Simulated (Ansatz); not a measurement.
# Ni2Ge: straining the crystal, biaxial strain in the a-b plane

The task here is to estimate one member of a computed series from the others.

Computed with Ansatz 0.2.0 (DFT r2SCAN, scalar-relativistic, plane waves, PAW, unless a step's input says otherwise).

2 further runs of the same task are left out: 2 set aside as unsound or not needed.

## The structure to begin with

Symmetry: P6_3/mmc, No. 194, hexagonal system. The conventional cell has a = 3.978 Å, b = 3.978 Å, c = 5.037 Å, α = 90.00°, β = 90.00°, γ = 120.00°. Around Ni (site symmetry -6m2) lie 5 Ge at 2.30 to 2.52 Å and 6 Ni at 2.62 Å. Ni (site symmetry -3m) has 8 Ni at 2.52 to 2.62 Å and 6 Ge at 2.62 Å in its first shell of neighbours. Ge (site symmetry -6m2) has 11 Ni at 2.30 to 2.62 Å in its first shell of neighbours.

Coordinates:

```xyz
6
Lattice="3.9781 0.0000 0.0000 -1.9891 3.4452 0.0000 0.0000 0.0000 5.0374" Properties=species:S:1:pos:R:3 pbc="T T T"
Ni    1.9891    1.1484    1.2593
Ni    0.0000    2.2968    3.7780
Ni    0.0000    0.0000    0.0000
Ni    0.0000    0.0000    2.5187
Ge    1.9891    1.1484    3.7780
Ge    0.0000    2.2968    1.2593
```

It goes back to an entry of the Materials Project, which need not be the stable form.

This cell was relaxed beforehand with the same method: volume 11.51 Å³/atom, gap on the mesh none (metal).

The unstrained cell comes from an earlier run at this level (6 atoms, E(σ→0) -31988.3436 eV, gap none (metal)).

The first run:

File input.yaml:

```yaml
crystal:
  lattice:
    - [3.9383591192, 0.0, 0.0]
    - [-1.9691795596, 3.4107190465, 0.0]
    - [0.0, 0.0, 5.0675997967]
  atoms:
    - { symbol: Ni, position: [0.6666666667, 0.3333333333, 0.25] }
    - { symbol: Ni, position: [0.3333333333, 0.6666666667, 0.75] }
    - { symbol: Ni, position: [0.0, 0.0, 0.0] }
    - { symbol: Ni, position: [0.0, 0.0, 0.5] }
    - { symbol: Ge, position: [0.6666666667, 0.3333333333, 0.75] }
    - { symbol: Ge, position: [0.3333333333, 0.6666666667, 0.25] }
basis:
  ecutwfc: 500
kpoints:
  mp_grid: { grid: [12, 12, 8] }
hamiltonian:
  xc: r2scan
scf:
  occupations: { method: gaussian, width: 0.1 }
output:
  forces: true
  stress: true
  eigenvalues: true
relax:
  adjacent_minimum: "off"
  f_tol: 0.008
  max_steps: 40
  cell: { stress_tol: 0.015, fix: [a, b, gamma] }
```

Launch:

```bash
$ ansatz run input.yaml --threads 1 --pin off --max-ram 2560MiB --backend cpu --events-out ev --progress --plain --runs-dir out
```

Among the steps run: Strain -1.0 %; At +1.0 %; Strain -2.0 %; Strain +2.0 %; At -3.0 %; At +3.0 %.

One table of the session follows, with a row left open; its other results are not shown here.

Lengths are those of the vectors of the cell that was run; stresses in GPa:

| strain (%) | ΔE (meV/atom) | a (Å) | b (Å) | c (Å) |
| --- | --- | --- | --- | --- |
| -3.0 | 29.9 | 3.859 | 3.859 | 5.174 |
| -2.0 | ? | ? | ? | ? |
| -1.0 | 3.2 | 3.938 | 3.938 | 5.077 |
| +0.0 | 0.0 | 3.978 | 3.978 | 5.037 |
| +1.0 | 3.0 | 4.018 | 4.018 | 5.003 |
| +2.0 | 11.9 | 4.058 | 4.058 | 4.972 |
| +3.0 | 26.0 | 4.097 | 4.097 | 4.944 |

**Question.** Estimate the row for strain (%) = -2.0.

Worked estimate for «ΔE (meV/atom)». A straight line through the neighbours (-3.0, 29.9) and (-1.0, 3.2) gives 29.9 + (3.2 − 29.9) × (-2.0 + 3.0) / (-1.0 + 3.0) = 16.5; a parabola fitted to 3 rows on both sides gives 13.2.

**Answer.** ΔE (meV/atom): 13.0; a (Å): 3.899; b (Å): 3.899; c (Å): 5.123. In «ΔE (meV/atom)» the line misses by +3.5 and the parabola by +0.2.

ΔE is over the unstrained cell. Stress in GPa, positive in compression, on the Cartesian axes of the input. 

To keep in mind: The final runs have no spin polarisation, so a magnetic state may lie lower.
